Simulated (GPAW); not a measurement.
Runs of GPAW 26.7.0 on LiH. The structure is cubic, space group Fm-3m (No. 225). Conventional cell: a = 4.074 Å, b = 4.074 Å, c = 4.074 Å, α = 90.00°, β = 90.00°, γ = 90.00°. Around Li (site symmetry m-3m) lie 6 H at 2.04 Å. Around H (site symmetry m-3m) lie 6 Li at 2.04 Å. 

```csv
task,level,potentials or basis,k mesh,k mesh for the Wannier functions,wannier start,wannier functional,wannier space,wannier code,gap on the mesh (eV),pressure (GPa)
single point,TB-mBJ,"GPAW PAW data sets for LDA (gpaw-data 1.2.1), pw",12 × 12 × 12,-,-,-,-,-,(a),-
Wannier functions,PBEsol,"PAW data sets generated in the run's folder for this functional, pw",11 × 11 × 11,5 × 5 × 5,scdm,var,filled bands,ASE,2.98,-2.2
band structure,PBEsol,"PAW data sets generated in the run's folder for this functional, pw",11 × 11 × 11,-,-,-,-,-,2.98,-2.2
band structure,LDA,"the program's PAW data sets (release 1.2.1) made for this functional, pw",11 × 11 × 11,-,-,-,-,-,2.83,-3.4
```

Alike in all rows: no spin polarisation; cell as given; cutoff (eV) 800; smearing fermi-dirac 0.05 eV.

Problem. Estimate the missing entries.

Solution. (a) 4.69.

Caveats: the mesh misses the band edges, which the band path finds closer together (some runs); a model potential gives levels but no total energy (some runs); the PAW data sets were made with another functional, which shifts forces and pressure a little (some runs); Wannier best start found once (some runs); an odd mesh through Γ misses points on the zone boundary, where band edges often lie (some runs).

Runs at the PBE level aren't shown here.
